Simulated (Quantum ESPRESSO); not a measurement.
The system is CaSe.

```
Se Ca
1.0
     0.00000    2.95600    2.95600
     2.95600    0.00000    2.95600
     2.95600    2.95600    0.00000
Se Ca
1 1
Direct
  0.50000 0.50000 0.50000
  0.00000 0.00000 0.00000
```

Base run:

```yaml
Program: Quantum ESPRESSO 7.5
Functional: PBE
Potentials_or_basis: PseudoDojo 0.4.1 SR PBE standard
Cutoff: 1170 eV
Density_cutoff: 4680 eV
k_mesh: 6 × 6 × 6, shifted
Occupations: fermi-dirac, width 0.05 eV
Spin: no spin polarisation
```

Its results: pressure 1.1 GPa; electronic dielectric tensor (diagonal) 5.66.

Task: After a change of settings the same cell gave: pressure -1.2 GPa; electronic dielectric tensor (diagonal) 5.72. Which change was it?
A. functional from PBE to WC
B. functional from PBE to BLYP
C. functional from PBE to LDA; potentials or basis from PseudoDojo 0.4.1 SR PBE standard to PseudoDojo 0.4.1 SR LDA standard

Result: A.

WC binds more tightly than PBE, so the same cell stands under less pressure.

Caveats: the potentials were made for another functional, which shifts forces and pressure (some runs).
